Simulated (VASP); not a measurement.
# CdSe (Cadmoselite) (P6_3mc) in VASP: notebook, part 3 of 3

VASP 6.6.1. The steps go on from the part before.

## (6) Single point, LDA

This run uses another cell than the first one, of 26.42 Å³/atom, 0.904 times its volume.

The input, INCAR:

```
PREC = Accurate
ENCUT = 520
EDIFF = 1E-6
ISMEAR = -1
SIGMA = 0.05
LREAL = False
LASPH = True
NELM = 60
ALGO = Normal
ISIF = 2
LWAVE = False
LCHARG = False
NBANDS = 26
```

The input, KPOINTS:

```
Automatic mesh
0
Gamma
  7 7 4
```

The input, POSCAR:

```
CdSe
1.0
    4.2122202675      0.0000000000      0.0000000000
   -2.1061101337      3.6478897580      0.0000000000
    0.0000000000      0.0000000000      6.8766944832
Cd Se
2 2
Direct
    0.6666666667      0.3333333333      0.5000000000
    0.3333333333      0.6666666667      0.0000000000
    0.6666666667      0.3333333333      0.8850000000
    0.3333333333      0.6666666667      0.3850000000
```

Potentials or basis: VASP PAW LDA potentials, release 64 (Cd, Se).

Started as:

```
$ cat potpaw_LDA.64/Cd/POTCAR potpaw_LDA.64/Se/POTCAR > POTCAR
$ mpirun -np 1 vasp_std > vasp.out
```

OUTCAR:

```text
PREC = Accurate
   ENCUT = 520
   EDIFF = 1E-6
   ISMEAR = -1
   LREAL = False
   LASPH = True
   NELM = 60
   ISIF = 2

 ion  position               nearest neighbor table
   1  0.667  0.333  0.500-   4 2.56   4 2.56   4 2.56   3 2.65
   2  0.333  0.667  0.000-   3 2.56   3 2.56   3 2.56   4 2.65
   3  0.667  0.333  0.885-   2 2.56   2 2.56   2 2.56   1 2.65
   4  0.333  0.667  0.385-   1 2.56   1 2.56   1 2.56   2 2.65

  LATTYP: Found a hexagonal cell.
 ALAT       =     4.2122202675
 C/A-ratio  =     1.6325581395

  Lattice vectors:

 A1 = (   4.2122202675,   0.0000000000,   0.0000000000)
 A2 = (  -2.1061101337,   3.6478897580,   0.0000000000)
 A3 = (   0.0000000000,   0.0000000000,   6.8766944832)

Analysis of symmetry for initial positions (statically):
=====================================================================
 Subroutine PRICEL returns:
 Original cell was already a primitive cell.

 Routine SETGRP: Setting up the symmetry group for a
 hexagonal supercell.

 Subroutine GETGRP returns: Found 12 space group operations
 (whereof  6 operations were pure point group operations)
[... 168 lines left out ...]

 E-fermi :   1.6604     XC(G=0):  -9.5634

 val. band max:        1.3371824022   @ k =   0.0000   0.0000   0.0000
 cond. band min:       1.9264871865   @ k =   0.0000   0.0000   0.0000
 fundamental gap:      0.5893047842
 Fermi energy:         1.6604002797

 k-point     1 :       0.0000    0.0000    0.0000
  band No.  band energies     occupation
      1     -11.6840      2.00000
      2     -11.2539      2.00000
      3      -6.8603      2.00000
      4      -6.8603      2.00000
      5      -6.7953      2.00000
      6      -6.7953      2.00000
[... 685 lines left out ...]
     25       9.3525      0.00000
     26       9.3525      0.00000

------------------------ aborting loop because EDIFF is reached ----------------------------------------

  FORCE on cell =-STRESS in cart. coord.  units (eV):
  Direction    XX          YY          ZZ          XY          YZ          ZX
  --------------------------------------------------------------------------------------
  -------------------------------------------------------------------------------------
  Total        2.0602587      2.0602587      0.3839152      0.0000000      0.0000000      0.0000000
  in kB       31.2391952     31.2391952      5.8212115      0.0000000      0.0000000      0.0000000
  external PRESSURE =      22.7665340 kB  Pullay stress =       0.0000000 kB

 VOLUME and BASIS-vectors are now :
 -----------------------------------------------------------------------------
  energy-cutoff  :      520.00
  volume of cell :      105.67
      direct lattice vectors                 reciprocal lattice vectors
     4.212220268  0.000000000  0.000000000     0.237404489  0.137065546  0.000000000
    -2.106110134  3.647889758  0.000000000     0.000000000  0.274131091  0.000000000
     0.000000000  0.000000000  6.876694483     0.000000000  0.000000000  0.145418704

 POSITION                                       TOTAL-FORCE (eV/Angst)
 -----------------------------------------------------------------------------------
      2.10611      1.21596      3.43835         0.000000     -0.000000      0.334501
     -0.00000      2.43193      0.00000         0.000000      0.000000      0.334501
      2.10611      1.21596      6.08587         0.000000      0.000000     -0.334501
     -0.00000      2.43193      2.64753        -0.000000     -0.000000     -0.334501
 -----------------------------------------------------------------------------------
    total drift:                                0.000000      0.000000      0.000443

  FREE ENERGIE OF THE ION-ELECTRON SYSTEM (eV)
  ---------------------------------------------------
  free  energy   TOTEN  =       -13.4704788246 eV

  energy  without entropy=      -13.4704428209  energy(sigma->0) =      -13.47046082
```

OSZICAR:

```text
N       E                     dE             d eps       ncg     rms          rms(c)
DAV:   1     0.249038349147E+03    0.24904E+03   -0.17370E+04  1248   0.126E+03
DAV:   2    -0.710626089409E+00   -0.24975E+03   -0.24127E+03  1374   0.315E+02
DAV:   3    -0.141027843863E+02   -0.13392E+02   -0.13314E+02  1518   0.739E+01
DAV:   4    -0.142170590159E+02   -0.11427E+00   -0.11417E+00  1378   0.636E+00
DAV:   5    -0.142177218869E+02   -0.66287E-03   -0.66285E-03  1418   0.466E-01    0.102E+01
DAV:   6    -0.135264666595E+02    0.69126E+00   -0.11888E+00  1632   0.118E+01    0.772E+00
DAV:   7    -0.134804187529E+02    0.46048E-01   -0.52446E-01  1316   0.387E+00    0.245E+00
DAV:   8    -0.134711436966E+02    0.92751E-02   -0.72304E-02  1294   0.275E+00    0.403E-01
DAV:   9    -0.134705647023E+02    0.57899E-03   -0.84052E-03  1336   0.107E+00    0.117E-01
DAV:  10    -0.134704682285E+02    0.96474E-04   -0.62928E-04  1392   0.297E-01    0.476E-02
DAV:  11    -0.134704795547E+02   -0.11326E-04   -0.70203E-05  1312   0.566E-02    0.130E-02
DAV:  12    -0.134704792052E+02    0.34954E-06   -0.13989E-05  1440   0.428E-02    0.937E-03
DAV:  13    -0.134704788246E+02    0.38065E-06   -0.24263E-06   924   0.194E-02
   1 F= -.13470479E+02 E0= -.13470461E+02  d E =-.360036E-04
```

stdout:

```text
POSCAR found type information on POSCAR CdSe
 POSCAR found :  2 types and       4 ions
 scaLAPACK will be used
 LDA part: xc-table for (Slater(with rela. corr.)+CA(PZ))
 , standard interpolation
 POSCAR, INCAR and KPOINTS ok, starting setup
 FFT: planning ... GRIDC
 FFT: planning ... GRID_SOFT
 FFT: planning ... GRID
 WAVECAR not read
 entering main loop
```

Run time: 21 s. Hardware: 1 thread of Intel Xeon 6975P-C (Granite Rapids), shared host; peak memory 0.21 GiB.

What came out:

```yaml
Free_energy: -13.4705 eV
Pressure: 2.3 GPa
Largest_force: 0.335 eV/Å
Band_gap_on_the_k_mesh: 0.59 eV, direct
```

Forces in eV/Å, atoms in the order of the input:
```
Cd   0.000  0.000  0.335
Cd   0.000  0.000  0.335
Se   0.000  0.000 -0.335
Se   0.000  0.000 -0.335
```

Stress tensor (GPa, compression positive):
```
3.12 0.00 0.00
0.00 3.12 0.00
0.00 0.00 0.58
```

Levels at points of the mesh, in eV from the valence-band top:
```
           k point  band 14  band 15  band 16  band 17  band 18  band 19  band 20  band 21  band 22  band 23
(0.00, 0.00, 0.00)    -0.82    -0.82    -0.03     0.00     0.00     0.59     1.98     5.72     5.72     5.99
(0.00, 0.00, 0.50)    -2.81    -0.43    -0.43    -0.43    -0.43     2.26     2.26     5.74     5.74     6.13
```

## (7) Overview

| level | potentials or basis | cell | k mesh | grid for exact exchange (PRECFOCK) | gap on the mesh (eV) | pressure (GPa) | largest force (eV/Å) |
| --- | --- | --- | --- | --- | --- | --- | --- |
| r2SCAN | VASP PAW PBE potentials, release 64 (Cd, Se) | a = 4.357, b = 4.357, c = 7.112 Å, angles 90.0, 90.0, 120.0°, 4 atoms | 7 × 7 × 4 | - | 1.09 | -0.3 | 0.25 |
| r2SCAN | VASP PAW PBE potentials, release 64 (Cd, Se) | a = 4.384, b = 4.384, c = 7.158 Å, angles 90.0, 90.0, 120.0°, 4 atoms | 7 × 7 × 4 | - | 1.04 | -1.2 | 0.23 |
| r2SCAN0 | VASP PAW PBE potentials, release 64 (Cd, Se) | a = 4.300, b = 4.300, c = 7.020 Å, angles 90.0, 90.0, 120.0°, 4 atoms | 4 × 4 × 2 | Normal | 2.64 | 1.1 | 0.29 |
| revPBE+D3(BJ) | VASP PAW PBE potentials, release 64 (Cd, Se) | a = 4.212, b = 4.212, c = 6.877 Å, angles 90.0, 90.0, 120.0°, 4 atoms | 7 × 7 × 4 | - | 0.96 | 4.5 | 0.37 |
| LDA | VASP PAW LDA potentials, release 64 (Cd, Se) | a = 4.212, b = 4.212, c = 6.877 Å, angles 90.0, 90.0, 120.0°, 4 atoms | 7 × 7 × 4 | - | 0.59 | 2.3 | 0.33 |

Alike in all rows: task single point; no spin polarisation; cutoff (eV) 520; smearing fermi-dirac 0.05 eV.

Caveats: some runs use coarse meshes; the PAW data sets were made with another functional, which shifts forces and pressure a little (some runs).

Total energies depend on the potentials used, so only differences within one code and one set of settings carry meaning.

## (8) Comparison with measurements

Step 2. Against the measured gap of CdSe, 1.841 eV (2 K; a printed reference work, data compilation), the calculated 1.09 eV is off by -0.75 eV. Spin-orbit coupling on Cd, Se is left out. The value is that of r2SCAN, without temperature or zero-point motion.

Step 3. Against the measured gap of CdSe, 1.841 eV (2 K; a printed reference work, data compilation), the calculated 1.04 eV is off by -0.80 eV. Spin-orbit coupling on Cd, Se is left out. The value is that of r2SCAN, without temperature or zero-point motion.

Step 6. Measured gap of CdSe: 1.841 eV (2 K; a printed reference work, data compilation). This calculation gives 0.59 eV (-1.25 eV). So large a miss can be the level of theory's own, or it may mean another phase, state or a wrong row. Spin-orbit coupling on Cd, Se is left out. The value is that of LDA, without temperature or zero-point motion. Semilocal functionals fall short of measured gaps as a rule.
